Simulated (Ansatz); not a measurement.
The system is CdO (Monteponite).

```xyz
2
Lattice="0.0000 2.3495 2.3495 2.3495 0.0000 2.3495 2.3495 2.3495 0.0000" Properties=species:S:1:pos:R:3 pbc="T T T"
Cd    0.0000    0.0000    0.0000
O     2.3495    2.3495    2.3495
```

Program: Ansatz 0.2.0. Alike in all runs: task band structure; potentials or basis Ansatz PAW; no spin polarisation; cell as given; k mesh 5 × 5 × 5; smearing fermi-dirac 0.05 eV; the mesh is coarse, so values aren't converged.

Order these runs on this cell by their pressure, lowest first.
A. level HF; cutoff (eV) 420
B. level r2SCANh; cutoff (eV) 500
C. level B3LYP; cutoff (eV) 420
D. level r2SCAN50; cutoff (eV) 500
E. level r2SCAN0; cutoff (eV) 500

D (-5.2 GPa), E (-2.5 GPa), B (-0.7 GPa), A (3.9 GPa), C (5.9 GPa).

Caveats: all runs use coarse meshes; the PAW data sets come from PBE, with cores solved anew for the run's functional, which leaves a small shift of forces and pressure; the thresholds are loose for stress.
